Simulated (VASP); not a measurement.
# TaS2 (P-3m1) in VASP: notebook

Runs on TaS2. Level: LDA. Tasks: single point.

All numbers are computed with VASP 6.6.1; they aren't measurements. Logs are shortened: lines on timing, memory, paths and dates and some standing lists are left out, and cuts for length are marked.

### 1 Starting point

Symmetry: P-3m1, No. 164, trigonal system. Conventional cell: a = 3.350 Å, b = 3.350 Å, c = 5.860 Å, α = 90.00°, β = 90.00°, γ = 120.00°. Ta (site symmetry -3m) is surrounded by 6 S at 2.43 Å. S (site symmetry 3m) is surrounded by 3 Ta at 2.43 Å.

### 2 Single point, LDA

Input file INCAR:

```
PREC = Accurate
ENCUT = 520
EDIFF = 1E-6
ISMEAR = 0
SIGMA = 0.05
LREAL = False
LASPH = True
NELM = 80
ALGO = Normal
ISIF = 2
LWAVE = False
LCHARG = False
GGA = CA
```

Input file KPOINTS:

```
Automatic mesh
0
Gamma
  9 9 5
```

Input file POSCAR:

```
TaS2
1.0
    3.3500000000      0.0000000000      0.0000000000
   -1.6750000000      2.9011851027      0.0000000000
    0.0000000000      0.0000000000      5.8600000000
Ta S
1 2
Direct
    0.0000000000      0.0000000000      0.0000000000
    0.6666666667      0.3333333333      0.7500000000
    0.3333333333      0.6666666667      0.2500000000
```

Potentials or basis: VASP PAW LDA potentials, release 64 (Ta_pv, S).

Started as:

```sh
$ cat potpaw_LDA.64/Ta_pv/POTCAR potpaw_LDA.64/S/POTCAR > POTCAR
$ mpirun -np 1 vasp_std > vasp.out
```

OUTCAR:

```text
PREC = Accurate
   ENCUT = 520
   EDIFF = 1E-6
   ISMEAR = 0
   LREAL = False
   LASPH = True
   NELM = 80
   ISIF = 2
   GGA = CA

 ion  position               nearest neighbor table
   1  0.000  0.000  0.000-   2 2.43   3 2.43   2 2.43   3 2.43   2 2.43   3 2.43
   2  0.667  0.333  0.750-   1 2.43   1 2.43   1 2.43
   3  0.333  0.667  0.250-   1 2.43   1 2.43   1 2.43

  LATTYP: Found a hexagonal cell.
 ALAT       =     3.3500000000
 C/A-ratio  =     1.7492537313

  Lattice vectors:

 A1 = (   3.3500000000,   0.0000000000,   0.0000000000)
 A2 = (  -1.6750000000,   2.9011851027,   0.0000000000)
 A3 = (   0.0000000000,   0.0000000000,   5.8600000000)

Analysis of symmetry for initial positions (statically):
=====================================================================
 Subroutine PRICEL returns:
 Original cell was already a primitive cell.

 Routine SETGRP: Setting up the symmetry group for a
 hexagonal supercell.

 Subroutine GETGRP returns: Found 12 space group operations
 (whereof 12 operations were pure point group operations)
 out of a pool of 24 trial point group operations.

The static configuration has the point symmetry D_3d.

Analysis of symmetry for dynamics (positions and initial velocities):
=====================================================================
 Subroutine PRICEL returns:
 Original cell was already a primitive cell.

 Routine SETGRP: Setting up the symmetry group for a
 hexagonal supercell.

 Subroutine GETGRP returns: Found 12 space group operations
 (whereof 12 operations were pure point group operations)
 out of a pool of 24 trial point group operations.

The dynamic configuration has the point symmetry D_3d.

 Subroutine INISYM returns: Found 12 space group operations
 (whereof 12 operations are pure point group operations),
 and found     1 'primitive' translations

----------------------------------------------------------------------------------------

                                     Primitive cell

  volume of cell :      56.9532

  direct lattice vectors                    reciprocal lattice vectors
     3.350000000  0.000000000  0.000000000     0.298507463  0.172343364  0.000000000
    -1.675000000  2.901185103  0.000000000     0.000000000  0.344686728  0.000000000
     0.000000000  0.000000000  5.860000000     0.000000000  0.000000000  0.170648464

  length of vectors
     3.350000000  3.350000000  5.860000000     0.344686728  0.344686728  0.170648464

  position of ions in fractional coordinates (direct lattice)
     0.000000000  0.000000000  0.000000000
     0.666666667  0.333333333  0.750000000
     0.333333333  0.666666667  0.250000000

  ion indices of the primitive-cell ions
   primitive index   ion index
                 1           1
                 2           2
                 3           3

----------------------------------------------------------------------------------------

 KPOINTS: Automatic mesh

Automatic generation of k-mesh.
 Grid dimensions read from file:
 generate k-points for:    9    9    5

 Generating k-lattice:

  Cartesian coordinates                     Fractional coordinates (reciprocal lattice)
     0.033167496  0.019149263  0.000000000     0.111111111 -0.000000000  0.000000000
     0.000000000  0.038298525  0.000000000     0.000000000  0.111111111  0.000000000
     0.000000000  0.000000000  0.034129693     0.000000000  0.000000000  0.200000000

  Length of vectors
     0.038298525  0.038298525  0.034129693

  Shift w.r.t. Gamma in fractional coordinates (k-lattice)
     0.000000000  0.000000000  0.000000000

 Subroutine IBZKPT returns following result:
 ===========================================

 Found     50 irreducible k-points:

 Following reciprocal coordinates:
            Coordinates               Weight
  0.000000  0.000000  0.000000      1.000000
  0.111111  0.000000  0.000000      6.000000
  0.222222  0.000000  0.000000      6.000000
  0.333333  0.000000  0.000000      6.000000
  0.444444  0.000000  0.000000      6.000000
  0.111111  0.111111  0.000000      6.000000
[... 16 lines left out ...]
  0.222222  0.111111  0.200000     12.000000
 -0.111111  0.333333  0.200000     12.000000
 [... further k-points ...]
   k-points           NKPTS =     50   k-points in BZ     NKDIM =     50   number of bands    NBANDS=     15
   number of dos      NEDOS =    301   number of ions     NIONS =      3
   total plane-waves  NPLWV =  37632
   dimension x,y,z NGX =    28 NGY =   28 NGZ =   48
   dimension x,y,z NGXF=    56 NGYF=   56 NGZF=   96
   ions per type =               1   2
   NGX,Y,Z   is equivalent  to a cutoff of  13.90, 13.90, 13.62 a.u.
   NGXF,Y,Z  is equivalent  to a cutoff of  27.79, 27.79, 27.23 a.u.
 SYSTEM =  unknown system
   PREC   = accura    normal or accurate (medium, high low for compatibility)
   ISTART =      0    job   : 0-new  1-cont  2-samecut
   ICHARG =      2    charge: 1-file 2-atom 10-const
   ISPIN  =      1    spin polarized calculation?
   LNONCOLLINEAR =      F non collinear calculations
   LSORBIT =      F    spin-orbit coupling
   LASPH  =      T    aspherical Exc in radial PAW
   ENCUT  =  520.0 eV  38.22 Ry    6.18 a.u.   6.23  6.23 10.90*2*pi/ulx,y,z
   NELM   =     80;   NELMIN=  2; NELMDL= -5     # of ELM steps
   EDIFF  = 0.1E-05   stopping-criterion for ELM
   LREAL  =      F    real-space projection
   EDIFFG = 0.1E-04   stopping-criterion for IOM
   NSW    =      0    number of steps for IOM
   IBRION =     -1    ionic relax: 0-MD 1-quasi-New 2-CG
   NFREE  =      0    steps in history (QN), initial steepest desc. (CG)
   ISIF   =      2    stress and relaxation
   ISYM   =      2    0-nonsym 1-usesym 2-fastsym
   POTIM  = 0.5000    time-step for ionic-motion
   TEBEG  =    0.0;   TEEND  =   0.0 temperature during run
   PSTRESS=    0.0 pullay stress
   NELECT =      23.0000    total number of electrons
   NUPDOWN=      -1.0000    fix difference up-down
   EMIN   =  10.00;   EMAX   =-10.00  energy-range for DOS
   EFERMI =   0.00;   METHOD = LEGACY
   ISMEAR =     0;   SIGMA  =   0.05  broadening in eV -4-tet -1-fermi 0-gaus
   EFERMI_NEDOS =   21; number of points for ismear=-14 and -15
   IALGO  =     38    algorithm
   IMIX   =      4    mixing-type and parameters
     AMIX     =   0.40;   BMIX     =  1.00
     AMIX_MAG =   1.60;   BMIX_MAG =  1.00
  volume/ion in A,a.u.               =      18.98       128.11
  Fermi-wavevector in a.u.,A,eV,Ry     =   1.210073  2.286706 19.922686  1.464276
  Thomas-Fermi vector in A             =   2.345631
   LORBIT       =      0    0 simple, 1 ext, 2 COOP (PROOUT), +10 PAW based schemes
   GGA     = CA    functional components
   LHFCALC =     F    Hartree Fock is set to
   AEXX    =    0.0000 exact exchange contribution
   IVDW    =     0    specifies the selected vdW correction
   LEPSILON=     F    determine dielectric tensor
   LRPA    =     F    only Hartree local field effects (RPA)
 non-spin polarized calculation
 Gauss-broadening in eV      SIGMA  =   0.05
  energy-cutoff  :      520.00
  volume of cell :       56.95
 maximum number of plane-waves:      1569
 NGX is ok and might be reduce to    28
   NGX = 13   NGY = 13   NGZ = 21

 number of electron      22.9999999 magnetization

 Free energy of the ion-electron system (eV)
  ---------------------------------------------------
  ext. energy  EPLUGINS =         0.00000000
  ---------------------------------------------------
  free energy    TOTEN  =       -25.43611912 eV

  energy without entropy =      -25.43278936  energy(sigma->0) =      -25.43445424

 E-fermi :   5.4779     XC(G=0): -10.8204

 val. band max:        5.4772028557   @ k =   0.0000   0.0000   0.2000
 cond. band min:       5.4872140459   @ k =   0.0000   0.0000   0.0000
 fundamental gap:      0.0100111902
 Fermi energy:         5.4778968551

 k-point     1 :       0.0000    0.0000    0.0000
  band No.  band energies     occupation
      1     -29.5565      2.00000
      2     -29.5299      2.00000
      3     -29.5299      2.00000
      4      -9.5480      2.00000
      5      -7.4310      2.00000
      6      -1.4841      2.00000
      7       1.2618      2.00000
      8       1.2618      2.00000
      9       4.2314      2.00000
     10       4.7800      2.00000
     11       4.7800      2.00000
     12       5.4872      0.79214
     13       5.4872      0.79214
     14       5.7236      0.00000
     15       9.6000      0.00000

 k-point     2 :       0.1111    0.0000    0.0000
  band No.  band energies     occupation
      1     -29.5670      2.00000
      2     -29.5493      2.00000
      3     -29.5383      2.00000
      4      -9.3532      2.00000
      5      -7.4422      2.00000
      6      -1.2519      2.00000
      7       0.9683      2.00000
      8       1.3658      2.00000
      9       3.4778      2.00000
     10       4.0891      2.00000
     11       4.3461      2.00000
     12       5.4914      0.70261
     13       6.2070      0.00000
     14       6.2122      0.00000
     15       9.2121      0.00000

 k-point     3 :       0.2222    0.0000    0.0000
  band No.  band energies     occupation
      1     -29.6599      2.00000
      2     -29.5596      2.00000
      3     -29.5312      2.00000
      4      -8.8255      2.00000
      5      -7.4668      2.00000
      6      -0.6333      2.00000
      7       0.5479      2.00000
      8       1.5538      2.00000
      9       1.6419      2.00000
     10       3.4368      2.00000
     11       3.9799      2.00000
     12       5.1347      2.00000
     13       6.8745      0.00000
     14       6.9376      0.00000
     15       9.5711      0.00000
[... 343 lines left out ...]
 k-point    23 :       0.2222    0.1111    0.2000
  band No.  band energies     occupation
      1     -29.7189      2.00000
      2     -29.5871      2.00000
      3     -29.5173      2.00000
      4      -8.2849      2.00000
      5      -7.5987      2.00000
      6      -0.0001      2.00000
      7       0.3147      2.00000
      8       0.8150      2.00000
      9       1.7818      2.00000
     10       2.4856      2.00000
     11       3.2735      2.00000
     12       5.7010      0.00000
     13       6.4916      0.00000
     14       7.8047      0.00000
     15       9.3898      0.00000

 k-point    24 :      -0.1111    0.3333    0.2000
  band No.  band energies     occupation
      1     -29.7189      2.00000
      2     -29.5871      2.00000
      3     -29.5173      2.00000
      4      -8.3423      2.00000
      5      -7.5154      2.00000
      6      -0.3745      2.00000
      7       0.5067      2.00000
      8       0.8450      2.00000
      9       1.6229      2.00000
     10       2.6676      2.00000
     11       3.7153      2.00000
     12       5.2734      2.00000
     13       6.9450      0.00000
     14       7.9711      0.00000
     15       9.0370      0.00000

 [... further k-points ...]

------------------------ aborting loop because EDIFF is reached ----------------------------------------

  FORCE on cell =-STRESS in cart. coord.  units (eV):
  Direction    XX          YY          ZZ          XY          YZ          ZX
  --------------------------------------------------------------------------------------
  -------------------------------------------------------------------------------------
  Total        0.0039973      0.0039973      1.8358669      0.0000000     -0.0000000      0.0000000
  in kB        0.1124491      0.1124491     51.6456685      0.0000000     -0.0000000      0.0000000
  external PRESSURE =      17.2901889 kB  Pullay stress =       0.0000000 kB

 VOLUME and BASIS-vectors are now :
 -----------------------------------------------------------------------------
  energy-cutoff  :      520.00
  volume of cell :       56.95
      direct lattice vectors                 reciprocal lattice vectors
     3.350000000  0.000000000  0.000000000     0.298507463  0.172343364  0.000000000
    -1.675000000  2.901185103  0.000000000     0.000000000  0.344686728  0.000000000
     0.000000000  0.000000000  5.860000000     0.000000000  0.000000000  0.170648464

 POSITION                                       TOTAL-FORCE (eV/Angst)
 -----------------------------------------------------------------------------------
      0.00000      0.00000      0.00000         0.000000      0.000000     -0.000000
      1.67500      0.96706      4.39500        -0.000000      0.000000     -0.829630
     -0.00000      1.93412      1.46500         0.000000      0.000000      0.829630
 -----------------------------------------------------------------------------------
    total drift:                               -0.000000     -0.000000     -0.000000

  FREE ENERGIE OF THE ION-ELECTRON SYSTEM (eV)
  ---------------------------------------------------
  free  energy   TOTEN  =       -25.4361191208 eV

  energy  without entropy=      -25.4327893629  energy(sigma->0) =      -25.43445424
```

Wall time 65 s (1 thread of AMD EPYC 7R43 (Zen 3), shared host); peak memory 0.15 GiB.

Results:

```yaml
Free_energy: -25.4361 eV
Pressure: 1.7 GPa
Largest_force: 0.830 eV/Å
Band_gap_on_the_k_mesh: none (metal or under the smearing width)
```

Forces in eV/Å, atoms in the order of the input:
```
Ta   0.000  0.000  0.000
S    0.000  0.000 -0.830
S    0.000  0.000  0.830
```

Levels at points of the mesh, in eV from the Fermi level:
| k point | band 8 | band 9 | band 10 | band 11 | band 12 | band 13 | band 14 | band 15 |
| --- | --- | --- | --- | --- | --- | --- | --- | --- |
| (0.00, 0.00, 0.00) | -4.22 | -1.25 | -0.70 | -0.70 | 0.01 | 0.01 | 0.25 | 4.12 |

The run has no spin-orbit coupling, so splittings on Ta are missing.

### 3 Single point, LDA

Input file run.py:

```python
from ase.calculators.vasp import Vasp
from ase.dft.bandgap import bandgap
from ase.spacegroup import crystal

atoms = crystal(
    ['Ta', 'S'],
    basis=[[0.0, 0.0, 0.0], [0.6666666667, 0.3333333333, 0.75]],
    spacegroup=164,
    setting=1,
    cellpar=[3.35, 3.35, 5.86, 90.0, 90.0, 120.0],
    primitive_cell=True,
)
calc = Vasp(
    directory='calc',
    xc='lda',
    pp='LDA',
    setups='recommended',
    prec='Accurate',
    encut=520,
    ediff=1e-07,
    ismear=0,
    sigma=0.05,
    lreal=False,
    lasph=True,
    nelm=100,
    algo='Fast',
    isif=2,
    lwave=False,
    lcharg=False,
    kpts=[9, 9, 5],
    gamma=True,
)
atoms.calc = calc

print('energy (eV):', atoms.get_potential_energy())
print('free energy (eV):', atoms.get_potential_energy(force_consistent=True))
print('forces (eV/A):')
print(atoms.get_forces())
print('stress (eV/A^3, Voigt):', atoms.get_stress())
print('Fermi level (eV):', calc.get_fermi_level())
gap, top, bottom = bandgap(calc)
print('band gap (eV):', gap, 'from (spin, k, band)', top, 'to', bottom)
```

Potentials or basis: VASP PAW LDA potentials, release 64 (Ta_pv, S).

Started as:

```sh
$ python run.py
```

Log:

```text
energy (eV): -25.43445419
free energy (eV): -25.43611912
forces (eV/A):
[[ 0.          0.          0.        ]
 [ 0.          0.         -0.82969099]
 [-0.          0.          0.82969099]]
stress (eV/A^3, Voigt): [-8.09326252e-05 -8.09326252e-05 -3.22539426e-02 -0.00000000e+00
 -0.00000000e+00  0.00000000e+00]
Fermi level (eV): 5.47788265
band gap (eV): 0.0 from (spin, k, band) (None, None, None) to (None, None, None)
```

OUTCAR:

```text
ENCUT = 520.000000
   EDIFF = 1.00e-07
   PREC = Accurate
   ISIF = 2
   ISMEAR = 0
[... 660 lines left out ...]
      0.00000      0.00000      0.00000         0.000000      0.000000      0.000000
      1.67500      0.96706      4.39500         0.000000      0.000000     -0.829691
     -0.00000      1.93412      1.46500        -0.000000      0.000000      0.829691
 -----------------------------------------------------------------------------------
    total drift:                               -0.000000     -0.000000     -0.000000

  FREE ENERGIE OF THE ION-ELECTRON SYSTEM (eV)
  ---------------------------------------------------
  free  energy   TOTEN  =       -25.4361191226 eV

  energy  without entropy=      -25.4327892577  energy(sigma->0) =      -25.43445419
```

INCAR:

```text
ENCUT = 520.000000
SIGMA = 0.050000
EDIFF = 1.00e-07
ALGO = Fast
PREC = Accurate
ISIF = 2
ISMEAR = 0
NELM = 100
LASPH = .TRUE.
LCHARG = .FALSE.
LWAVE = .FALSE.
LREAL = .FALSE.
```

It took 96 s on 1 thread of AMD EPYC 7R43 (Zen 3), shared host; peak memory 0.15 GiB.

Results:

- Free energy: -25.4361 eV
- Pressure: 1.7 GPa
- Largest force: 0.830 eV/Å
- Band gap on the k mesh: none (metal or under the smearing width)

Forces on the atoms (eV/Å):
```
Ta   0.000  0.000  0.000
S    0.000  0.000 -0.830
S    0.000  0.000  0.830
```

Stress tensor (GPa, compression positive):
```
0.01 0.00 0.00
0.00 0.01 0.00
0.00 0.00 5.17
```

Spin-orbit coupling is left out, which matters for the levels of Ta.

### 4 The reference run

An earlier run on the cell as given: functional PBE; potentials or basis VASP PAW PBE potentials, release 64 (Ta_pv, S); cutoff 520 eV; k mesh 9 × 9 × 5; occupations fermi-dirac, width 0.05 eV; no spin polarisation.

* Pressure: 9.2 GPa
* Largest force: 1.243 eV/Å
* Band gap on the k mesh: none (metal or under the smearing width)
